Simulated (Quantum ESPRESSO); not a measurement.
The system is As.

```
As
1.0
     1.88080    1.08588    3.51406
    -1.88080    1.08588    3.51406
     0.00000   -2.17176    3.51406
As
2
Cartesian
  0.0000 0.0000 2.3825
  0.0000 0.0000 8.1597
```

Base run:

- Program: Quantum ESPRESSO 7.5
- Functional: PBEsol
- Potentials or basis: SG15 PBE 1.2
- Cutoff: 952 eV
- Density cutoff: 3810 eV
- k mesh: 6 × 6 × 6
- Occupations: fermi-dirac, width 0.05 eV
- Spin: no spin polarisation

Its results: pressure 2.2 GPa; largest force 0.501 eV/Å.

Q: The run is repeated on the same cell with these changes: functional from PBEsol to PBE; k mesh from 6 × 6 × 6 to 5 × 5 × 5. What comes out?

A: Pressure 3.7 GPa; largest force 0.299 eV/Å.

Several settings changed at once, so the effect can't be laid on one alone.

Caveats: some runs use coarse meshes; the potentials were made for another functional, which shifts forces and pressure (some runs).
